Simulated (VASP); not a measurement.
# Cu (Fm-3m) in VASP: elastic constants with LDA

Aim: the elastic constants of Cu with LDA.

Everything below comes from runs of VASP 6.6.1. Logs are shortened: lines on timing, memory, paths and dates and some standing lists are left out, and cuts for length are marked.

### Step 1. The crystal as given

The structure is cubic, space group Fm-3m (No. 225). The conventional cell has a = 3.650 Å, b = 3.650 Å, c = 3.650 Å, α = 90.00°, β = 90.00°, γ = 90.00°. Cu (site symmetry m-3m) is surrounded by 12 Cu at 2.58 Å.

### Step 2. Elastic constants, LDA

Contents of POSCAR:

```
Cu
1.0
    0.0000000000      1.8250000000      1.8250000000
    1.8250000000      0.0000000000      1.8250000000
    1.8250000000      1.8250000000      0.0000000000
Cu
1
Direct
    0.0000000000      0.0000000000      0.0000000000
```

Contents of INCAR.step1:

```
PREC = Accurate
ENCUT = 600
EDIFF = 1E-8
ISMEAR = 0
SIGMA = 0.1
LREAL = False
LASPH = True
NELM = 100
ALGO = Normal
ISIF = 3
LWAVE = False
LCHARG = False
GGA = CA
IBRION = 2
NSW = 40
EDIFFG = -0.002
```

Contents of INCAR.step2:

```
PREC = Accurate
ENCUT = 600
EDIFF = 1E-8
ISMEAR = 0
SIGMA = 0.1
LREAL = False
LASPH = True
NELM = 100
ALGO = Normal
ISIF = 3
LWAVE = False
LCHARG = False
GGA = CA
IBRION = 6
NFREE = 2
POTIM = 0.015
NSW = 1
```

Contents of KPOINTS:

```
regular mesh
0
Gamma
  8 8 8
```

Potentials or basis: VASP PAW LDA potentials, release 64 (Cu).

Command:

```
$ cat potpaw_LDA.64/Cu/POTCAR > POTCAR
$ cp INCAR.step1 INCAR
$ mpirun -np 1 vasp_std > vasp.out
$ cp CONTCAR POSCAR
$ cp INCAR.step2 INCAR
$ mpirun -np 1 vasp_std > vasp.out
```

OUTCAR:

```text
PREC = Accurate
   ENCUT = 600
   EDIFF = 1E-8
   ISMEAR = 0
   LREAL = False
   LASPH = True
   NELM = 100
   ISIF = 3
   GGA = CA
   IBRION = 6
   NFREE = 2
   POTIM = 0.015
   NSW = 1

 ion  position               nearest neighbor table
   1  0.000  0.000  0.000-

  LATTYP: Found a face centered cubic cell.
 ALAT       =     3.5300353403

  Lattice vectors:

 A1 = (   0.0000000000,   1.7650176701,   1.7650176701)
 A2 = (   1.7650176701,   0.0000000000,   1.7650176701)
 A3 = (   1.7650176701,   1.7650176701,   0.0000000000)

Analysis of symmetry for initial positions (statically):
=====================================================================
 Subroutine PRICEL returns:
 Original cell was already a primitive cell.

 Routine SETGRP: Setting up the symmetry group for a
 face centered cubic supercell.

 Subroutine GETGRP returns: Found 48 space group operations
 (whereof 48 operations were pure point group operations)
 out of a pool of 48 trial point group operations.

The static configuration has the point symmetry O_h .

Analysis of symmetry for dynamics (positions and initial velocities):
=====================================================================
 Subroutine PRICEL returns:
 Original cell was already a primitive cell.

 Routine SETGRP: Setting up the symmetry group for a
 face centered cubic supercell.

 Subroutine GETGRP returns: Found 48 space group operations
 (whereof 48 operations were pure point group operations)
 out of a pool of 48 trial point group operations.

The dynamic configuration has the point symmetry O_h .

 Subroutine INISYM returns: Found 48 space group operations
 (whereof 48 operations are pure point group operations),
 and found     1 'primitive' translations

----------------------------------------------------------------------------------------

                                     Primitive cell

  volume of cell :      10.9971

  direct lattice vectors                    reciprocal lattice vectors
     0.000000000  1.765017670  1.765017670    -0.283283283  0.283283283  0.283283283
     1.765017670  0.000000000  1.765017670     0.283283283 -0.283283283  0.283283283
     1.765017670  1.765017670  0.000000000     0.283283283  0.283283283 -0.283283283

  length of vectors
     2.496111927  2.496111927  2.496111927     0.490661039  0.490661039  0.490661039

  position of ions in fractional coordinates (direct lattice)
     0.000000000  0.000000000  0.000000000

  ion indices of the primitive-cell ions
   primitive index   ion index
                 1           1

----------------------------------------------------------------------------------------

 KPOINTS: regular mesh

Automatic generation of k-mesh.
 Grid dimensions read from file:
 generate k-points for:    8    8    8

 Generating k-lattice:

  Cartesian coordinates                     Fractional coordinates (reciprocal lattice)
    -0.035410410  0.035410410  0.035410410     0.125000000  0.000000000  0.000000000
     0.035410410 -0.035410410  0.035410410     0.000000000  0.125000000  0.000000000
     0.035410410  0.035410410 -0.035410410     0.000000000  0.000000000  0.125000000

  Length of vectors
     0.061332630  0.061332630  0.061332630

  Shift w.r.t. Gamma in fractional coordinates (k-lattice)
     0.000000000  0.000000000  0.000000000

 Subroutine IBZKPT returns following result:
 ===========================================

 Found     29 irreducible k-points:

 Following reciprocal coordinates:
            Coordinates               Weight
  0.000000  0.000000  0.000000      1.000000
  0.125000  0.000000  0.000000      8.000000
  0.250000  0.000000  0.000000      8.000000
  0.375000  0.000000  0.000000      8.000000
  0.500000  0.000000  0.000000      4.000000
  0.125000  0.125000  0.000000      6.000000
[... 16 lines left out ...]
  0.500000  0.250000  0.125000     48.000000
 -0.375000  0.250000  0.125000     24.000000
 [... further k-points ...]
   k-points           NKPTS =     29   k-points in BZ     NKDIM =     29   number of bands    NBANDS=      9
[... 23 lines left out ...]
   ISIF   =      3    stress and relaxation
   ISYM   =      2    0-nonsym 1-usesym 2-fastsym
   POTIM  = 0.0150    time-step for ionic-motion
   TEBEG  =    0.0;   TEEND  =   0.0 temperature during run
   PSTRESS=    0.0 pullay stress
   NELECT =      11.0000    total number of electrons
   NUPDOWN=      -1.0000    fix difference up-down
   EMIN   =  10.00;   EMAX   =-10.00  energy-range for DOS
   EFERMI =   0.00;   METHOD = LEGACY
   ISMEAR =     0;   SIGMA  =   0.10  broadening in eV -4-tet -1-fermi 0-gaus
   EFERMI_NEDOS =   21; number of points for ismear=-14 and -15
   IALGO  =     38    algorithm
   IMIX   =      4    mixing-type and parameters
     AMIX     =   0.40;   BMIX     =  1.00
     AMIX_MAG =   1.60;   BMIX_MAG =  1.00
  volume/ion in A,a.u.               =      11.00        74.21
  Fermi-wavevector in a.u.,A,eV,Ry     =   1.637244  3.093942 36.471329  2.680567
  Thomas-Fermi vector in A             =   2.728416
   LORBIT       =      0    0 simple, 1 ext, 2 COOP (PROOUT), +10 PAW based schemes
   GGA     = CA    functional components
   LHFCALC =     F    Hartree Fock is set to
   AEXX    =    0.0000 exact exchange contribution
   IVDW    =     0    specifies the selected vdW correction
   LEPSILON=     F    determine dielectric tensor
   LRPA    =     F    only Hartree local field effects (RPA)
 finite differences with symmetry
 non-spin polarized calculation
 Gauss-broadening in eV      SIGMA  =   0.10
  energy-cutoff  :      600.00
  volume of cell :       11.00
 maximum number of plane-waves:       380
   NGX =  9   NGY =  9   NGZ =  9

--------------------------------------- Ionic step        1  -------------------------------------------

 number of electron      11.0000004 magnetization

 Free energy of the ion-electron system (eV)
  ---------------------------------------------------
  ext. energy  EPLUGINS =         0.00000000
  ---------------------------------------------------
  free energy    TOTEN  =        -4.67276597 eV

  energy without entropy =       -4.66939350  energy(sigma->0) =       -4.67107973

------------------------ aborting loop because EDIFF is reached ----------------------------------------

  FORCE on cell =-STRESS in cart. coord.  units (eV):
  Direction    XX          YY          ZZ          XY          YZ          ZX
  --------------------------------------------------------------------------------------
  -------------------------------------------------------------------------------------
  Total        0.0054922      0.0054922      0.0054922      0.0000000      0.0000000      0.0000000
  in kB        0.8001633      0.8001633      0.8001633      0.0000000      0.0000000      0.0000000
  external PRESSURE =       0.8001633 kB  Pullay stress =       0.0000000 kB
[... 86 lines left out ...]
  FREE ENERGIE OF THE ION-ELECTRON SYSTEM (eV)
  ---------------------------------------------------
  free  energy   TOTEN  =        -4.6710842913 eV

  energy  without entropy=       -4.6676987866  energy(sigma->0) =       -4.66939154

[... ionic steps 4 to 12 ...]

--------------------------------------- Ionic step       13  -------------------------------------------

 number of electron      11.0000004 magnetization

------------------------ aborting loop because EDIFF is reached ----------------------------------------
[... 65 lines left out ...]
--------------------------------------- Ionic step       15  -------------------------------------------

 number of electron      11.0000001 magnetization

 Free energy of the ion-electron system (eV)
  ---------------------------------------------------
  ext. energy  EPLUGINS =         0.00000000
  ---------------------------------------------------
  free energy    TOTEN  =        -4.67276073 eV

  energy without entropy =       -4.66938816  energy(sigma->0) =       -4.67107444

 E-fermi :   8.2177     XC(G=0): -13.5237

 val. band max:        8.1452271827   @ k =   0.5000   0.2500   0.1250
 cond. band min:       8.3729827129   @ k =   0.5000   0.1250   0.0000
 fundamental gap:      0.2277555302
 Fermi energy:         8.2176962307

 k-point     1 :       0.0000    0.0000    0.0000
  band No.  band energies     occupation
      1      -1.6367      2.00000
      2       4.9786      2.00000
      3       4.9786      2.00000
      4       4.9786      2.00000
      5       5.9151      2.00000
      6       5.9151      2.00000
      7      31.5110      0.00000
      8      34.5512      0.00000
      9      34.5512      0.00000
[... 265 lines left out ...]
 k-point    24 :      -0.3750    0.2500    0.1250
  band No.  band energies     occupation
      1       3.5634      2.00000
      2       4.3209      2.00000
      3       4.9016      2.00000
      4       5.4841      2.00000
      5       6.4855      2.00000
      6      10.4532      0.00000
      7      12.8516      0.00000
      8      23.0522      0.00000
      9      23.5706      0.00000

 [... further k-points ...]
[... 5 lines left out ...]
  --------------------------------------------------------------------------------------
  -------------------------------------------------------------------------------------
  Total        0.0045925      0.0045925      0.0045925      0.0000000      0.0000000      0.0000000
  in kB        0.6690869      0.6690869      0.6690869      0.0000000      0.0000000      0.0000000
  external PRESSURE =       0.6690869 kB  Pullay stress =       0.0000000 kB
[... 16 lines left out ...]
  FREE ENERGIE OF THE ION-ELECTRON SYSTEM (eV)
  ---------------------------------------------------
  free  energy   TOTEN  =        -4.6727607262 eV

  energy  without entropy=       -4.6693881566  energy(sigma->0) =       -4.67107444

 INTERNAL STRAIN TENSORS FROM STRAINED CELLS
 ============================================

 INTERNAL STRAIN TENSOR FOR ION    1 for displacements in x,y,z  (eV/Angst):
          X           Y           Z          XY          YZ          ZX
  --------------------------------------------------------------------------------
  x     0.00000     0.00000    -0.00000     0.00000     0.00000    -0.00000
  y     0.00000     0.00000     0.00000     0.00000    -0.00000     0.00000
  z    -0.00000     0.00000     0.00000     0.00000    -0.00000     0.00000

 INTERNAL STRAIN TENSORS FROM DISPLACED ATOMS
 ============================================

 INTERNAL STRAIN TENSOR FOR ION    1 for displacements in x,y,z  (eV/Angst):
          X           Y           Z          XY          YZ          ZX
  --------------------------------------------------------------------------------
  x     0.00000     0.00000     0.00000     0.00000     0.00000     0.00000
  y     0.00000     0.00000     0.00000     0.00000     0.00000     0.00000
  z     0.00000     0.00000     0.00000     0.00000     0.00000     0.00000

 Eigenvectors and eigenvalues of the dynamical matrix
 ----------------------------------------------------

   1 f/i=    0.000000 THz     0.000000 2PiTHz    0.000000 cm-1     0.000000 meV
             X         Y         Z           dx          dy          dz
      0.000000  0.000000  0.000000     0.707107   -0.707107    0.000000

   2 f/i=    0.000000 THz     0.000000 2PiTHz    0.000000 cm-1     0.000000 meV
             X         Y         Z           dx          dy          dz
      0.000000  0.000000  0.000000    -0.707107   -0.707107    0.000000

   3 f/i=    0.000000 THz     0.000000 2PiTHz    0.000000 cm-1     0.000000 meV
             X         Y         Z           dx          dy          dz
      0.000000  0.000000  0.000000     0.000000    0.000000    1.000000

--------------------------------------------------------------------------------------------------------

 ELASTIC MODULI CONTR FROM IONIC RELAXATION (kBar)
 Direction    XX          YY          ZZ          XY          YZ          ZX
 --------------------------------------------------------------------------------
 XX           0.0000      0.0000      0.0000      0.0000      0.0000      0.0000
 YY           0.0000      0.0000      0.0000      0.0000      0.0000      0.0000
 ZZ           0.0000      0.0000      0.0000      0.0000      0.0000      0.0000
 XY           0.0000      0.0000      0.0000      0.0000      0.0000      0.0000
 YZ           0.0000      0.0000      0.0000      0.0000      0.0000      0.0000
 ZX           0.0000      0.0000      0.0000      0.0000      0.0000      0.0000
 --------------------------------------------------------------------------------

 TOTAL ELASTIC MODULI (kBar)
 Direction    XX          YY          ZZ          XY          YZ          ZX
 --------------------------------------------------------------------------------
 XX        2054.1069   1695.6764   1695.6764     -0.0000      0.0000     -0.0000
 YY        1695.6764   2054.1069   1695.6764      0.0000     -0.0000     -0.0000
 ZZ        1695.6764   1695.6764   2054.1069      0.0000      0.0000      0.0000
 XY          -0.0000      0.0000      0.0000    586.7549      0.0000      0.0000
 YZ           0.0000     -0.0000      0.0000      0.0000    586.7549      0.0000
 ZX          -0.0000     -0.0000      0.0000      0.0000      0.0000    586.7549
 --------------------------------------------------------------------------------
```

Run time: 48 s. Hardware: 1 thread of Intel Xeon 6975P-C (Granite Rapids), shared host; peak memory 0.15 GiB.

What came out:

```yaml
Relaxed_volume: 11.00 Å³/atom
Relaxed_cell: a = 2.496 Å, b = 2.496 Å, c = 2.496 Å, α = 60.00°, β = 60.00°, γ = 60.00°
Space_group_after_relaxing_to_0.05_Å: Fm-3m (No. 225)
Elastic_constants_C11_C12_C44: 205, 170, 59 GPa
Voigt_bulk_modulus: 182 GPa
```

Step by step:
```csv
step,energy change (eV),largest force (eV/Å),pressure (GPa),volume (Å³)
1,0.0000,0.0000,-14.19,12.16
2,-0.0332,0.0000,12.60,10.36
3,-0.0568,0.0000,-0.08,11.00
4,-0.0568,0.0000,0.28,10.98
5,-0.0568,0.0000,-0.19,11.01
6,-0.0568,0.0000,-0.02,11.00
```

Final structure:
```
Cu
1.0
     0.00000    1.76502    1.76502
     1.76502    0.00000    1.76502
     1.76502    1.76502    0.00000
Cu
1
Direct
  0.00000 0.00000 0.00000
```

Elastic tensor in Voigt notation (GPa, in the Cartesian axes of the cell as first typed):
```
205 170 170   0   0   0
170 205 170   0   0   0
170 170 205   0   0   0
  0   0   0  59   0   0
  0   0   0   0  59   0
  0   0   0   0   0  59
```

Clamped-ion elastic tensor (GPa):
```
205 170 170   0   0   0
170 205 170   0   0   0
170 170 205   0   0   0
  0   0   0  59   0   0
  0   0   0   0  59   0
  0   0   0   0   0  59
```

Caveat: the k mesh is coarse (spacing up to 0.37 Å⁻¹), so the values aren't converged.
